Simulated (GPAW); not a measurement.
BP: single point with SCAN+D3

Crystal: BP.

```
P B
1.0
     0.00000    2.26900    2.26900
     2.26900    0.00000    2.26900
     2.26900    2.26900    0.00000
P B
1 1
Direct
  0.25000 0.25000 0.25000
  0.00000 0.00000 0.00000
```

* Program: GPAW 26.7.0
* Task: single point
* Functional: SCAN
* Dispersion: D3
* Potentials or basis: GPAW PAW data sets (gpaw-data 1.2.1)
* Cutoff: 800 eV
* Basis: pw
* k mesh: 10 × 10 × 10
* Occupations: marzari-vanderbilt, width 0.05 eV
* Spin: no spin polarisation
* mesh off Gamma: yes
* Maxiter: 80

| Item | Value |
| --- | --- |
| Pressure | -2.2 GPa |
| Band gap on the k mesh | 1.75 eV, indirect (least direct gap 3.94 eV) |
| Dispersion energy per atom | -0.071 eV |

Levels at points of the mesh, in eV from the valence-band top:
| k point | band 1 | band 2 | band 3 | band 4 | band 5 | band 6 | band 7 |
| --- | --- | --- | --- | --- | --- | --- | --- |
| (0.05, 0.05, -0.05) | -15.83 | -0.93 | -0.45 | -0.19 | 3.76 | 4.54 | 4.57 |

Run time: 80 s on 1 thread of Arm Neoverse V2, on a shared host, peak memory 0.23 GiB.

Caveat: this smearing can pin the Fermi level at a band edge; the PAW data sets were made with another functional, which shifts forces and pressure a little. SCAN opens gaps a little over a GGA but as a rule still falls short of measured ones.
